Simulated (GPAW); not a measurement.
Computed results, one entry a study.

### How the form of the self-energy moves the gap of F (C2/m)

Symmetry: C2/m, No. 12, monoclinic system. Conventional cell: a = 5.301 Å, b = 3.035 Å, c = 7.047 Å, α = 90.00°, β = 107.37°, γ = 90.00°. Nearest to F lie 1 F at 1.41 Å. F has 1 F at 1.41 Å nearest.

- method: DFT, LDA, plane waves, PAW (and 3 further levels or steps)
- program: GPAW 26.7.0
- settings of one run: cutoff 600 eV, GPAW PAW setups 1.2.1 data release, 4×4×2 k-mesh, nbands 192
- cost: 6 runs, 3.4 min in all on 4 MPI ranks of Arm Neoverse V1, shared host (the runs of this entry)
- notes: The cell and positions are those that the Materials Project relaxed with its own functionals (PBE, PBE+U or r2SCAN), kept fixed. Bands and cutoff are finite, so the gap is not at the basis limit. The miss can reach some tenths of an eV and take either sign; the mesh is an error of its own. The program warns of a poor linear fit in the extrapolation of some level, so the extrapolated values are rough. The 4×4×2 mesh is coarse for this cell, which bears on the long-range parts of exchange and screening.
- G0W0, Godby-Needs plasmon pole: 8.895 eV
- one-shot HSE06: 5.751 eV
- G0W0, extrapolated in the cutoff: 8.310 eV
- one-shot Hartree-Fock: 18.463 eV
- G0W0, full frequency, Hilbert transform: 8.391 eV
- known limits: not at the basis limit; coarse k mesh

One-shot HSE06: −3.144 eV against G0W0, Godby-Needs plasmon pole. G0W0, extrapolated in the cutoff: −0.585 eV against G0W0, Godby-Needs plasmon pole, at other bands or cutoff, so not like for like.

[Runs of the session that timed out or met a known fault of the program may be left out.]

[Hosts, paths, dates, database ids (printed as entryN), source tags and the programs' standing remarks are cut or masked in the printed files.]
